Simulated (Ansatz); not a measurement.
Here is an Ansatz 0.2.0 calculation.

Contents of input.yaml:

```yaml
crystal:
  lattice:
    - [1.58, 0.9122134253, 6.15]
    - [-1.58, 0.9122134253, 6.15]
    - [0.0, -1.8244268506, 6.15]
  atoms:
    - { symbol: Mo, position: [0.0, 0.0, 0.0] }
    - { symbol: S, position: [0.417, 0.417, 0.417] }
    - { symbol: S, position: [0.25, 0.25, 0.25] }
hamiltonian:
  xc: rpbe
  pseudopotentials: { kind: paw }
kpoints:
  mp_grid: { grid: [10, 10, 10] }
scf:
  occupations: { method: fermi_dirac, width: 0.05 }
output:
  forces: true
  stress: true
  eigenvalues: true
relax:
  f_tol: 0.01
  max_steps: 40
  cell: { stress_tol: 0.05 }
```

Potentials or basis: Ansatz PAW.

Command:

```console
$ ansatz run input.yaml --threads 2 --pin off --max-ram 5632MiB --backend cpu --events-out ev --progress --plain --runs-dir out
```

(1) What does it give for the space group after relaxing (to 0.05 Å)?

(2) What does it give for the band gap on the k mesh?

Answers

(1) R3m (No. 160).

(2) 1.56 eV, indirect (least direct gap 1.85 eV).

Caveat: the plane-wave basis is chosen anew once the cell has moved, so the energies of steps on either side of that aren't comparable.
